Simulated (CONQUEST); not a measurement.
# CdSe (P1) in CONQUEST: convergence with scf tolerance

Aim: find how far scf tolerance must go before the results for CdSe settle, at PBE. This setting moves, with any that are tied to it; all else stays.

Program: CONQUEST 1.3. These are calculated values, not measurements. Logs are shortened: lines on timing, memory, paths and dates and some standing lists are left out, and cuts for length are marked.

## (1) The cell of the first run

The typed cell holds 4 atoms: a = 4.342 Å, b = 4.342 Å, c = 6.141 Å, α = 90.00°, β = 90.00°, γ = 90.00°.

The cell comes from a database or a generator and needn't be the stable form of this composition.

The cell isn't the ideal one: atoms moved at random.

## (2) With scf tolerance 0.01

Conquest_input reads:

```
IO.Title CdSe
IO.Coordinates coords.dat
IO.FractionalAtomicCoords T
IO.Iprint 2
IO.Iprint_init 1
General.NumberOfSpecies 2
General.PseudopotentialType hamann
AtomMove.TypeOfRun static
AtomMove.FullStress T
Grid.GridCutoff 120
DM.SolutionMethod diagon
Diag.MPMesh T
Diag.GammaCentred T
Diag.MPMeshX 5
Diag.MPMeshY 5
Diag.MPMeshZ 3
Diag.kT 0.00183747
minE.SCTolerance 0.01
SC.MaxIters 100
IO.AtomChargeOutput T
%block ChemicalSpeciesLabel
1 112.410 Cd
2 78.960 Se
%endblock
```

coords.dat reads:

```
    8.2052270573     0.0000000000     0.0000000000
    0.0000000000     8.2052270573     0.0000000000
    0.0000000000     0.0000000000    11.6039433870
4
  0.4977330000   0.5116450000   0.4982450000 1 T T T
  0.9977330000   0.0116450000   0.9982450000 1 T T T
  0.4694265000   0.0094345000   0.2429305000 2 T T T
  0.9694265000   0.5094345000   0.7429305000 2 T T T
```

Potentials or basis: PseudoDojo NC PBE, DZP, grid cutoff 120 Ha.

Command:

```sh
OMP_NUM_THREADS=1 Conquest
```

Wall time 14 s (1 thread of Intel Xeon 6975P-C (Granite Rapids), shared host); peak memory 0.68 GiB.

Results:

- Free energy: -16142.0822 eV
- Band gap on the k mesh: 1.21 eV
- Mulliken charges: Cd +0.78; Se -0.78 e

## (3) With scf tolerance 0.001

Edit Conquest_input of step 2 so:

```diff
@@ -17,3 +17,3 @@
 Diag.kT 0.00183747
-minE.SCTolerance 0.01
+minE.SCTolerance 0.001
 SC.MaxIters 100
```

coords.dat is that of step 2.

Potentials or basis: PseudoDojo NC PBE, DZP, grid cutoff 120 Ha.

Command:

```sh
OMP_NUM_THREADS=1 Conquest
```

Run time: 15 s. Hardware: 1 thread of Intel Xeon 6975P-C (Granite Rapids), shared host; peak memory 0.68 GiB.

What came out:

```yaml
Free_energy: -16141.3594 eV
Band_gap_on_the_k_mesh: 0.59 eV
Mulliken_charges: Cd +0.42; Se -0.42 e
```

## (4) With scf tolerance 0.0001

Edit Conquest_input of step 3 so:

```diff
@@ -17,3 +17,3 @@
 Diag.kT 0.00183747
-minE.SCTolerance 0.001
+minE.SCTolerance 0.0001
 SC.MaxIters 100
```

coords.dat is that of step 3.

Command:

```sh
OMP_NUM_THREADS=1 Conquest
```

It took 18 s on 1 thread of Intel Xeon 6975P-C (Granite Rapids), shared host; peak memory 0.69 GiB.

It converged, with:

* Free energy: -16141.3208 eV
* Pressure: 2.6 GPa
* Band gap on the k mesh: 0.65 eV
* Mulliken charges: Cd +0.47; Se -0.47 e

## (5) With scf tolerance 1e-05

Edit Conquest_input of step 4 so:

```diff
@@ -17,3 +17,3 @@
 Diag.kT 0.00183747
-minE.SCTolerance 0.0001
+minE.SCTolerance 1e-05
 SC.MaxIters 100
```

coords.dat is that of step 4.

Command:

```sh
OMP_NUM_THREADS=1 Conquest
```

Run time: 21 s. Hardware: 1 thread of Intel Xeon 6975P-C (Granite Rapids), shared host; peak memory 0.69 GiB.

It converged, with:

```
Free energy            : -16141.3207 eV
Pressure               : 2.4 GPa
Largest force          : 0.800 eV/Å
Band gap on the k mesh : 0.65 eV
Mulliken charges       : Cd +0.47; Se -0.47 e
```

## (6) With scf tolerance 1e-06

Edit Conquest_input of step 5 so:

```diff
@@ -17,3 +17,3 @@
 Diag.kT 0.00183747
-minE.SCTolerance 1e-05
+minE.SCTolerance 1e-06
 SC.MaxIters 100
```

coords.dat is that of step 5.

Potentials or basis: PseudoDojo NC PBE, DZP, grid cutoff 120 Ha.

Command:

```sh
OMP_NUM_THREADS=1 Conquest
```

Wall time 23 s (1 thread of Intel Xeon 6975P-C (Granite Rapids), shared host); peak memory 0.68 GiB.

The run converged. Its results:

* Free energy: -16141.3207 eV
* Pressure: 2.4 GPa
* Largest force: 0.796 eV/Å
* Band gap on the k mesh: 0.66 eV
* Mulliken charges: Cd +0.47; Se -0.47 e

## (7) With scf tolerance 1e-07

Edit Conquest_input of step 6 so:

```diff
@@ -17,3 +17,3 @@
 Diag.kT 0.00183747
-minE.SCTolerance 1e-06
+minE.SCTolerance 1e-07
 SC.MaxIters 100
```

coords.dat is that of step 6.

Command:

```sh
OMP_NUM_THREADS=1 Conquest
```

Wall time 24 s (1 thread of Intel Xeon 6975P-C (Granite Rapids), shared host); peak memory 0.69 GiB.

Results (log left out):

```
Free energy            : -16141.3207 eV
Pressure               : 2.4 GPa
Largest force          : 0.796 eV/Å
Band gap on the k mesh : 0.66 eV
Mulliken charges       : Cd +0.47; Se -0.47 e
```

## (8) With scf tolerance 1e-08

Edit Conquest_input of step 7 so:

```diff
@@ -17,3 +17,3 @@
 Diag.kT 0.00183747
-minE.SCTolerance 1e-07
+minE.SCTolerance 1e-08
 SC.MaxIters 100
```

coords.dat is that of step 7.

Command:

```sh
OMP_NUM_THREADS=1 Conquest
```

It took 26 s on 1 thread of Intel Xeon 6975P-C (Granite Rapids), shared host; peak memory 0.68 GiB.

It converged, with:

```yaml
Free_energy: -16141.3207 eV
Pressure: 2.4 GPa
Largest_force: 0.796 eV/Å
Band_gap_on_the_k_mesh: 0.66 eV
Mulliken_charges: Cd +0.47; Se -0.47 e
```

## (9) With scf tolerance 1e-09

Edit Conquest_input of step 8 so:

```diff
@@ -17,3 +17,3 @@
 Diag.kT 0.00183747
-minE.SCTolerance 1e-08
+minE.SCTolerance 1e-09
 SC.MaxIters 100
```

coords.dat is that of step 8.

Potentials or basis: PseudoDojo NC PBE, DZP, grid cutoff 120 Ha.

Command:

```sh
OMP_NUM_THREADS=1 Conquest
```

Log:

```text
Simulation cell dimensions:     8.2052 a0 x     8.2052 a0 x    11.6039 a0

      Atomic coordinates (a0)
         Atom         X         Y         Z  Species
            1    4.0840    4.1982    5.7816        1
            2    8.1866    0.0955   11.5836        1
            3    3.8518    0.0774    2.8190        2
            4    7.9544    4.1800    8.6209        2

         Monkhorst-Pack mesh:   5 x   5 x   3 gamma-centred
        This calculation includes non-local pseudopotentials,
         with a maximum core radius of      6.68472097

    Job title: CdSe
    Job to be run: static calculation

[... 5 lines left out ...]
      Using Fermi-Dirac smearing

    Integration grid size:     48 x   48 x   60

    Integration grid spacing:  0.171 a0 x 0.171 a0 x 0.193 a0

    Number of species:  2
    --------------------------------------------------------
    |   #  mass (au)  Charge (e)  SF Rad (a0)  NSF  Label  |
    --------------------------------------------------------
    |   1    112.410      20.000        6.962   19  Cd     |
    |   2     78.960      16.000        6.576   18  Se     |
    --------------------------------------------------------
          SCF tolerance:                 0.00000000
          SCF iterations:               100

    The functional used will be GGA PBE96

           radial cut-off to be used is taken to be max PAO cut-off radius for this species:    6.684721

           greatest ang. mom. for making density from PAOs:  2

           radial cut-off to be used is taken to be max PAO cut-off radius for this species:    6.366323

           greatest ang. mom. for making density from PAOs:  2
    Minimum blocs/proc is     2160. Maximum blocs/proc is     2160
    set_atom_dens: In set_atomic_density, electrons :      72.000000000000
 matrix_size & matrix_size_padH =           74          74

    Screened ion int: energy:    -475.327228332979 Ha

    new_SC_potl: Starting.  Tolerance:  0.10000E-08

    PulayMixSC: Starting Pulay mixing, A_up =  0.500 A_dn =  0.500
    PulayMixSC: Spin non-polarised calculation.
          Harris-Foulkes Energy            :      -593.210579545725295 Ha
          (TS=0 as O(N) or entropic contribution is negligible)
          DFT Total Energy                 :      -593.148442287289413 Ha
          Total number of electrons        :        72.000000000000895
    PulayMixSC: Pulay iteration     1 residual:              0.12629E-02
          Harris-Foulkes Energy            :      -593.184013215257437 Ha
          GroundState Energy (E-(1/2)TS)   :      -593.184014522707230 Ha
          Free Energy (E-TS)               :      -593.184015830156909 Ha
          DFT Total Energy                 :      -593.181368885557731 Ha
          Total number of electrons        :        72.000024619354903
    PulayMixSC: Pulay iteration     2 residual:              0.52332E-03
          Harris-Foulkes Energy            :      -593.182743109183434 Ha
          GroundState Energy (E-(1/2)TS)   :      -593.182743697824094 Ha
          Free Energy (E-TS)               :      -593.182744286464754 Ha
          DFT Total Energy                 :      -593.182566969626123 Ha
          Total number of electrons        :        72.000036392892412
    PulayMixSC: Pulay iteration     3 residual:              0.23683E-03
          Harris-Foulkes Energy            :      -593.182596111034968 Ha
          GroundState Energy (E-(1/2)TS)   :      -593.182596810029736 Ha
          Free Energy (E-TS)               :      -593.182597509024617 Ha
          DFT Total Energy                 :      -593.182594567254000 Ha
          Total number of electrons        :        72.000050200446353
    PulayMixSC: Pulay iteration     4 residual:              0.17328E-04
          Harris-Foulkes Energy            :      -593.182594586846335 Ha
          GroundState Energy (E-(1/2)TS)   :      -593.182595277116434 Ha
          Free Energy (E-TS)               :      -593.182595967386646 Ha
          DFT Total Energy                 :      -593.182594534643044 Ha
          Total number of electrons        :        72.000050851184753
    PulayMixSC: Pulay iteration     5 residual:              0.64827E-05
          Harris-Foulkes Energy            :      -593.182594432347059 Ha
          GroundState Energy (E-(1/2)TS)   :      -593.182595119249982 Ha
          Free Energy (E-TS)               :      -593.182595806152790 Ha
          DFT Total Energy                 :      -593.182594431680172 Ha
          Total number of electrons        :        72.000049815632082
    PulayMixSC: Pulay iteration     6 residual:              0.24803E-06
          Harris-Foulkes Energy            :      -593.182594433223130 Ha
          GroundState Energy (E-(1/2)TS)   :      -593.182595120097403 Ha
          Free Energy (E-TS)               :      -593.182595806971790 Ha
          DFT Total Energy                 :      -593.182594433202894 Ha
          Total number of electrons        :        72.000049224483149
    PulayMixSC: Pulay iteration     7 residual:              0.52974E-07
          Harris-Foulkes Energy            :      -593.182594434470502 Ha
          GroundState Energy (E-(1/2)TS)   :      -593.182595121360691 Ha
          Free Energy (E-TS)               :      -593.182595808250767 Ha
          DFT Total Energy                 :      -593.182594434469593 Ha
          Total number of electrons        :        72.000048845358734
    PulayMixSC: Pulay iteration     8 residual:              0.73907E-08
          Harris-Foulkes Energy            :      -593.182594434298835 Ha
          GroundState Energy (E-(1/2)TS)   :      -593.182595121182999 Ha
          Free Energy (E-TS)               :      -593.182595808067276 Ha
          DFT Total Energy                 :      -593.182594434299858 Ha
          Total number of electrons        :        72.000048800675657
    PulayMixSC: Pulay iteration     9 residual:              0.23664E-08
          Harris-Foulkes Energy            :      -593.182594434263819 Ha
          GroundState Energy (E-(1/2)TS)   :      -593.182595121147529 Ha
          Free Energy (E-TS)               :      -593.182595808031238 Ha
          DFT Total Energy                 :      -593.182594434263592 Ha
          Total number of electrons        :        72.000048784761503
    PulayMixSC: Pulay iteration    10 residual:              0.42942E-09
    PulayMixSC: Reached SCF tolerance of  0.42942E-09 after     10 iterations
      | Number of electrons      =        72.000049
      |* band energy as 2Tr[K.H] =       -98.658347325063090 Ha
      |  screened ion-ion energy =      -475.327228332979303 Ha
      |  Ha correction           =         1.502542231581553 Ha
      |  XC correction           =       -20.699561003595708 Ha
      | GS Energy as E-(1/2)TS   =      -593.182595121147529 Ha
      | Free Energy as E-TS      =      -593.182595808031238 Ha
      |* Harris-Foulkes energy   =      -593.182594434263819 Ha
      |* DFT total energy        =      -593.182594434263592 Ha
      |  estimated accuracy      =        -0.000000000000227 Ha

    force: Forces on atoms (Ha/a0)
    force:  Atom   X              Y              Z
    force:     1  -0.0139232040  -0.0007798074  -0.0060063918
    force:     2  -0.0139232040  -0.0007798074  -0.0060063918
    force:     3   0.0140578378   0.0007293262   0.0064283809
    force:     4   0.0140578378   0.0007293262   0.0064283809

    force: Maximum force :        0.01405784(Ha/a0) on atom         3 in x direction
    force: Force Residual:        0.01533002 Ha/a0
    force: Total stress:         -3.45095837     0.02749058    -2.41633841 GPa
                             0.02749058    -1.34531245     0.13636791
                            -2.41633841     0.13636791    -2.49371915
    force: Average pressure:      2.42999666 GPa

    force: Finished force
    get_E_and_F: Change in energy during last step of electronic optimisation:  0.35016E-10

    BIBLIOGRAPHY: Please consider citing the following references in the conquest.bib file

    CONQUEST:         Bowler2002pt, Miyazaki2004, Nakata2020
    Basis:            Bowler2019
    DM:               Bowler:2006xr
    Pseudopotentials: Hamann2013, Bowler2019
    XC functional:    Perdew1996
```

It took 29 s on 1 thread of Intel Xeon 6975P-C (Granite Rapids), shared host; peak memory 0.68 GiB.

Results:

| Property | Result |
| --- | --- |
| Free energy | -16141.3207 eV |
| Pressure | 2.4 GPa |
| Largest force | 0.796 eV/Å |
| Band gap on the k mesh | 0.66 eV |
| Mulliken charges | Cd +0.47; Se -0.47 e |

## (10) The series at a glance

| scf tolerance | energy less the tightest run, at zero smearing (meV/atom) | gap on the mesh (eV) | SCF cycles | CPU time (s) | peak memory (GiB) |
| --- | --- | --- | --- | --- | --- |
| 0.01 | -190.37 | 1.213 | 1 | 14 | 0.68 |
| 0.001 | -9.66 | 0.587 | 2 | 15 | 0.68 |
| 0.0001 | -0.01 | 0.653 | 4 | 18 | 0.69 |
| 1e-05 | 0.00 | 0.655 | 5 | 21 | 0.69 |
| 1e-06 | 0.00 | 0.656 | 6 | 23 | 0.68 |
| 1e-07 | 0.00 | 0.656 | 7 | 24 | 0.69 |
| 1e-08 | 0.00 | 0.656 | 8 | 26 | 0.68 |
| 1e-09 | 0.00 | 0.656 | 10 | 29 | 0.68 |

Against the tightest run, the energy stays within 1 meV/atom from 0.0001 on; the gap on the mesh stays within 0.01 eV from 0.0001 on. The tightest run that finished is the yardstick and may itself not be fully converged.

Caveats: an odd mesh through Γ misses points on the zone boundary, where band edges often lie; the basis of atomic orbitals isn't converged, which shifts pressures, moduli and gaps.
